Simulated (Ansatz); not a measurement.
# Rb on Nb(100): change of the work function, part 2 of 3

Aim: the work function of Nb(100) at several coverages of Rb (hollow site), and the dipole that each adsorbate carries.

Ansatz 0.2.0; plane-wave DFT, r2SCAN, Ansatz PAW.

So far, work function, upper face (eV): step 2 (the clean slab) 3.54; step 3 (21 atoms, coverage 0.25 ML, cell 2x2) 1.59.

## (4) The covered slab, coverage 0.5 ML

System of this step: Rb/Nb(100). The cell holds 22 atoms: 20 Nb and 2 Rb. Its edges and angles: a = 6.600 Å, b = 6.600 Å, c = 27.689 Å, α = 90.0°, β = 90.0°, γ = 90.0°. Vacuum lies along c.

Another coverage, to see how the dipoles act on each other as their distance changes.

File input.yaml:

```yaml
crystal:
  lattice:
    - [6.6, 0.0, 0.0]
    - [0.0, 6.6, 0.0]
    - [0.0, 0.0, 27.6894575281]
  atoms:
    - { symbol: Nb, position: [0.0, 0.0, 0.3250334533] }
    - { symbol: Nb, position: [0.25, 0.25, 0.3846229198] }
    - { symbol: Nb, position: [0.0, 0.0, 0.4439042903] }
    - { symbol: Nb, position: [0.25, 0.25, 0.5048660727] }
    - { symbol: Nb, position: [0.0, 0.0, 0.5562150607] }
    - { symbol: Nb, position: [0.0, 0.5, 0.3250334533] }
    - { symbol: Nb, position: [0.25, 0.75, 0.3846229198] }
    - { symbol: Nb, position: [0.0, 0.5, 0.4439042903] }
    - { symbol: Nb, position: [0.25, 0.75, 0.5048660727] }
    - { symbol: Nb, position: [0.0, 0.5, 0.5562150607] }
    - { symbol: Nb, position: [0.5, 0.0, 0.3250334533] }
    - { symbol: Nb, position: [0.75, 0.25, 0.3846229198] }
    - { symbol: Nb, position: [0.5, 0.0, 0.4439042903] }
    - { symbol: Nb, position: [0.75, 0.25, 0.5048660727] }
    - { symbol: Nb, position: [0.5, 0.0, 0.5562150607] }
    - { symbol: Nb, position: [0.5, 0.5, 0.3250334533] }
    - { symbol: Nb, position: [0.75, 0.75, 0.3846229198] }
    - { symbol: Nb, position: [0.5, 0.5, 0.4439042903] }
    - { symbol: Nb, position: [0.75, 0.75, 0.5048660727] }
    - { symbol: Nb, position: [0.5, 0.5, 0.5562150607] }
    - { symbol: Rb, position: [0.25, 0.25, 0.6749665467] }
    - { symbol: Rb, position: [0.75, 0.75, 0.6749665467] }
kpoints:
  mp_grid: { grid: [5, 5, 1] }
hamiltonian:
  xc: r2scan
scf:
  occupations: { method: fermi_dirac, width: 0.1 }
  convergence: { dr2_threshold: 1.0e-08 }
efield:
  axis: 3
  dipole_correction: true
  ramp_position: 0.97
  ramp_width: 0.06
relax:
  f_tol: 0.02
  max_steps: 60
  constraints: [{ sites: [0, 1, 5, 6, 10, 11, 15, 16] }]
output:
  bader: true
  dos: { projected: true, e_range: [-8, 4] }
  write_potential: true
  write_density: true
  volumetric_format: npy
```

Command:

```bash
$ ansatz run input.yaml --threads 4 --pin off --max-ram 12288MiB --backend cpu --events-out ev --progress --plain --runs-dir out
```

It took 6.9 min on 4 threads of Arm Neoverse V2, shared host; peak memory 7.2 GiB; 27 min of CPU time.

Relaxation path:

```
step  energy less that of the first step (eV)  largest force component (eV/Å)
   1                                   0.0000                          0.0981
   2                                  -0.0003                          0.1066
   3                                  -0.0041                          0.0222
   4                                  -0.0046                          0.0148
```

The run keeps the 16 symmetry operations that it works with, so distortions that break them were not tested.

The atoms that moved most (Å):

```
atom     dx     dy      dz  length
Rb21  0.000  0.000  -0.051   0.051
Rb22  0.000  0.000  -0.051   0.051
 Nb4  0.000  0.000   0.011   0.011
Nb19  0.000  0.000   0.011   0.011
Nb14  0.000  0.000  -0.007   0.007
 Nb9  0.000  0.000  -0.007   0.007
```

Numbers from this step:

| Quantity | Value |
| --- | --- |
| energy at zero smearing | -97815.6868 eV |
| work function, upper face | 1.924 eV |
| work function, lower face | 3.692 eV |
| dipole along the normal | 0.4255 e·Å |
| step between the vacuum levels | -1.768 eV |

Running mean over 1.65 Å of the planar mean; the ramp of the sawtooth is left out. The electron's electrostatic potential energy less the Fermi level by z:

z (Å), electron's electrostatic potential energy less the Fermi level (eV) and a bar from the least value:
```
        4        3.7 ##############################
        5        3.7 ##############################
        6        3.6 ##############################
        7        2.8 ############################
        8       -2.9 ##################
        9      -10.6 ####
       10      -11.0 ####
       11      -11.0 ####
       12      -11.1 ###
       13      -10.6 ####
       14      -11.8 ##
       15      -13.0 
       16       -7.0 ###########
       17        0.8 #########################
       18       -3.1 ##################
       19       -4.9 ##############
       20        0.1 #######################
       21        1.5 ##########################
       22        1.8 ###########################
       23        1.9 ###########################
       24        1.9 ###########################
```

The density of states has structure finer than the step of the table below, so its rows give means over 0.2 eV, whole bins alone (the curve runs from -8 to 1.77 eV). Peaks (eV: height): -2.38: 129, -2.23: 47.7, -2.08: 63.5, -1.53: 46.4, -1.23: 62.2, -1.17: 65.4, 0.54: 48.1.

The density of states by energy, zero at the Fermi level; means over each step:

energy (eV), density of states (states/eV a cell) and a bar:
```
     -6.0          0 
     -5.8          1 #
     -5.6          1 #
     -5.4          1 #
     -5.2          2 #
     -5.0          2 ##
     -4.8          1 #
     -4.6          1 #
     -4.4          5 ####
     -4.2          4 ###
     -4.0          4 ###
     -3.8         12 ########
     -3.6         14 ##########
     -3.4         21 ###############
     -3.2         22 ################
     -3.0         32 #######################
     -2.8         22 ################
     -2.6         19 ##############
     -2.4         36 #########################
     -2.2         24 #################
     -2.0         25 ##################
     -1.8         27 ###################
     -1.6         28 ####################
     -1.4         31 ######################
     -1.2         42 ##############################
     -1.0         31 #######################
     -0.8         21 ###############
     -0.6         28 ####################
     -0.4         26 ###################
     -0.2         27 ###################
      0.0         21 ###############
      0.2         22 ################
      0.4         33 ########################
      0.6         32 #######################
      0.8         28 ####################
      1.0         19 #############
      1.2         18 #############
      1.4         24 #################
      1.6         29 #####################
```

Projected DOS per atom over height of the atomic layer and energy from the Fermi level. Layers: Nb4 Nb4 Nb4 Nb4 Nb4 Rb2 from below.

Ten even steps from '_' (0.00 states/eV) to '@' (2.33 states/eV), each cell a mean:
```
**::==::##__
==::::..++..
@@::--::@@::
%%--::--**::
**==--==++..
**==++--++__
%%++**++%%::
++++**##**__
==++--====__
++++++++++__
++**++++++__
::==++++--__
..::----..__
____________
____________
____________
____________
____________
____________
____________
____________
____________
```
Columns: height of the atomic layer (Å) from 9 to 18.6 (not evenly spaced); rows upwards: energy from the Fermi level (eV) from -7.96 to 1.75.

The relaxation took 4 steps and lowered the energy by 0.0046 eV; the largest force on the free atoms ends at 0.015 eV/Å.

The covered face has 1.92 eV, -1.62 eV against the clean one; the bare back face has moved by -0.01 eV, a measure of how thin the slab is.

## (5) Work function against coverage

This step: plane-wave DFT, r2SCAN, Ansatz PAW; work function against coverage (Ansatz 0.2.0).

The runs are now put side by side.

This step gave:

- work function of the clean face: 3.542 eV
- largest change of the work function: -1.952 eV

Table of work function of the covered face by coverage:

```
coverage (adsorbates/nm²)  work function of the covered face (eV)
                     0.00                                    3.54
                     2.30                                    1.59
                     4.59                                    1.92
```

The dipole per adsorbate comes from the change of the cell's dipole. Coverage, by row:

```
coverage (1/nm²)  coverage (ML)  work function (eV)  change (eV)  dipole per adsorbate, positive end outwards (debye)  mean height of the added atoms over the highest substrate atom (Å)
           2.296           0.25               1.591       -1.952                                                2.252                                                               3.167
           4.591            0.5               1.924       -1.618                                                0.929                                                               3.232
```

## (6) The slab at 0.25 ML, atoms frozen

This step: plane-wave DFT, r2SCAN, Ansatz PAW (Ansatz 0.2.0).

System of this step: Rb/Nb(100). The cell holds 21 atoms: 20 Nb and 1 Rb. Its edges and angles: a = 6.600 Å, b = 6.600 Å, c = 27.689 Å, α = 90.0°, β = 90.0°, γ = 90.0°. Vacuum lies along c.

To see where the charge goes, the covered slab, the bare substrate and the adsorbate layer are each run at the same frozen positions and on the same grid.

File input.yaml:

```yaml
crystal:
  lattice:
    - [6.6, 0.0, 0.0]
    - [0.0, 6.6, 0.0]
    - [0.0, 0.0, 27.6894575281]
  atoms:
    - { symbol: Nb, position: [0.0, 0.0, 0.3250334533] }
    - { symbol: Nb, position: [0.25, 0.25, 0.3846229198] }
    - { symbol: Nb, position: [0.0012054209, 0.0012054209, 0.4438529535] }
    - { symbol: Nb, position: [0.25, 0.25, 0.506571087] }
    - { symbol: Nb, position: [-0.0046370196, -0.0046370196, 0.5563616462] }
    - { symbol: Nb, position: [0.0, 0.5, 0.3250334533] }
    - { symbol: Nb, position: [0.25, 0.75, 0.3846229198] }
    - { symbol: Nb, position: [0.0012054209, 0.4987945791, 0.4438529535] }
    - { symbol: Nb, position: [0.25, 0.75, 0.5045111771] }
    - { symbol: Nb, position: [-0.0046370196, 0.5046370196, 0.5563616462] }
    - { symbol: Nb, position: [0.5, 0.0, 0.3250334533] }
    - { symbol: Nb, position: [0.75, 0.25, 0.3846229198] }
    - { symbol: Nb, position: [0.4987945791, 0.0012054209, 0.4438529535] }
    - { symbol: Nb, position: [0.75, 0.25, 0.5045111771] }
    - { symbol: Nb, position: [0.5046370196, -0.0046370196, 0.5563616462] }
    - { symbol: Nb, position: [0.5, 0.5, 0.3250334533] }
    - { symbol: Nb, position: [0.75, 0.75, 0.3846229198] }
    - { symbol: Nb, position: [0.4987945791, 0.4987945791, 0.4438529535] }
    - { symbol: Nb, position: [0.75, 0.75, 0.5033529334] }
    - { symbol: Nb, position: [0.5046370196, 0.5046370196, 0.5563616462] }
    - { symbol: Rb, position: [0.25, 0.25, 0.6707314348] }
kpoints:
  mp_grid: { grid: [5, 5, 1] }
hamiltonian:
  xc: r2scan
scf:
  occupations: { method: fermi_dirac, width: 0.1 }
  convergence: { dr2_threshold: 1.0e-08 }
efield:
  axis: 3
  dipole_correction: true
  ramp_position: 0.97
  ramp_width: 0.06
output:
  write_potential: true
  write_density: true
  volumetric_format: npy
```

Run time: 1.8 min. Hardware: 4 threads; peak memory 6.5 GiB.

This step gave:

* energy at zero smearing: -94537.2721 eV
* work function, upper face: 1.591 eV
* work function, lower face: 3.699 eV
* dipole along the normal: 0.5074 e·Å
* step between the vacuum levels: -2.108 eV

The work function of the upper face is 1.59 eV.

## (7) The substrate of the 0.25 ML cell alone

System of this step: Rb/Nb(100), substrate alone, atoms held. The cell holds 20 atoms: 20 Nb. Cell: a = 6.600 Å, b = 6.600 Å, c = 27.689 Å, α = 90.0°, β = 90.0°, γ = 90.0°. Vacuum lies along c.

The second part, atoms unmoved.

input.yaml: that of step 6 with these lines changed.

```diff
@@ -26,3 +26,2 @@
     - { symbol: Nb, position: [0.5046370196, 0.5046370196, 0.5563616462] }
-    - { symbol: Rb, position: [0.25, 0.25, 0.6707314348] }
 kpoints:
```

Run time: 1.7 min. Hardware: 4 threads; peak memory 6.2 GiB.

Numbers from this step:

| Quantity | Value |
| --- | --- |
| energy at zero smearing | -91258.5869 eV |
| work function, upper face | 3.554 eV |
| work function, lower face | 3.695 eV |
| dipole along the normal | 0.03399 e·Å |
| step between the vacuum levels | -0.1412 eV |

The work function of the upper face is 3.55 eV.

## (8) The adsorbate layer of the 0.25 ML cell alone

System of this step: Rb/Nb(100), adsorbate layer alone, atoms held. The cell holds 1 atom: 1 Rb. Its edges and angles: a = 6.600 Å, b = 6.600 Å, c = 27.689 Å, α = 90.0°, β = 90.0°, γ = 90.0°. Vacuum lies along c.

The third part; a free layer of atoms may carry a moment, so spin is on.

input.yaml, the sections that differ from step 7:

```yaml
crystal:
  lattice:
    - [6.6, 0.0, 0.0]
    - [0.0, 6.6, 0.0]
    - [0.0, 0.0, 27.6894575281]
  atoms:
    - { symbol: Rb, position: [0.25, 0.25, 0.6707314348], spin: 1.0 }
magnetization:
  spin_polarized: true
# kpoints, hamiltonian, scf, efield, output: as in step 7
```

The job ended after 82 s (4 threads; peak memory 3 GiB).

Numbers from this step:

| Property | Result |
| --- | --- |
| energy at zero smearing | -3277.3903 eV |
| total moment | 0.2590 μB |
| site moments | 0.1769 μB |
| work function, upper face | 2.285 eV |
| dipole along the normal | 4.64e-5 e·Å |

Site moment by atom:

```
atom  site moment (μB)
 Rb1             0.177
```

The free layer carries a moment of 0.3 μB a cell.

## (9) Density difference at 0.25 ML

This step: plane-wave DFT, r2SCAN, Ansatz PAW; density difference on adsorption (Ansatz 0.2.0).

The densities of the parts are taken from that of the whole and averaged over planes; the first moment of what is left gives the step in the potential.

This step gave:

```yaml
largest_charge_moved: 0.004526 e/Å²
potential_step_from_the_moved_charge: -1.967 eV
```

The electron density difference oscillates, so the rows of the table below give means over windows of 1 Å about each position, cut where the curve ends. Its maxima inside the range that stand out by 2 % of the span (Å: e/Å³): 12.8: 2.5e-4, 14.7: 6.3e-4, 15.4: -8.5e-4, 16.9: 0.00675, 19.2: -8.9e-4. Its minima: 11.8: -1.4e-4, 14.0: -0.00101, 15.1: -0.00119, 15.9: -0.00435, 18.8: -0.00131, 20.3: -0.00182.

Planar mean, whole system less its parts. Table of electron density difference by z; means over each step:

z (Å), electron density difference (e/Å³) and a bar from the least value:
```
        4    0.00000 #######
        5    0.00000 #######
        6    0.00002 #######
        7    0.00002 #######
        8   -0.00006 ######
        9    0.00001 #######
       10   -0.00001 #######
       11    0.00005 #######
       12    0.00003 #######
       13    0.00004 #######
       14   -0.00057 ####
       15   -0.00036 #####
       16   -0.00115 ##
       17    0.00571 ##############################
       18    0.00072 ##########
       19   -0.00103 ##
       20   -0.00160 
       21   -0.00123 ##
       22   -0.00043 #####
       23   -0.00011 ######
       24   -0.00002 ######
       25    0.00000 #######
       26    0.00000 #######
```

Planar mean, whole system less its parts. The electrons moved below z by z:

```
z (Å)  electrons moved below z (e/Å²)
    4                          3.4e-7
    5                          2.1e-6
    6                          1.1e-5
    7                          3.5e-5
    8                          1.7e-5
    9                         -3.4e-5
   10                          1.2e-5
   11                          2.0e-6
   12                         -8.0e-7
   13                          1.6e-4
   14                         -2.8e-4
   15                         -3.7e-4
   16                        -0.00265
   17                         0.00152
   18                         0.00452
   19                         0.00381
   20                         0.00257
   21                          9.7e-4
   22                          2.5e-4
   23                          5.1e-5
   24                          8.8e-6
   25                          1.3e-6
   26                          2.0e-7
```

(Part 2 of 3 ends here.)

[Logs are printed without paths, hosts, clocks, repeated set-up lines and the standing remarks that a program may print on its own settings, such as how far it seeks lower states.]

[Hosts, paths, dates, database ids (printed as entryN), source tags and the programs' standing remarks are cut or masked in the printed files.]

[Maps of the electrostatic potential energy from Ansatz leave out the sawtooth potential of an applied field or a dipole correction, so their vacuum need not be flat; planar profiles and work functions include it.]

[The density of states shown here was stored with 400 of the rows of the run's finer table, so its peaks can read low, often by over a quarter, or be missed, and its means over a window can be off by a tenth or more.]
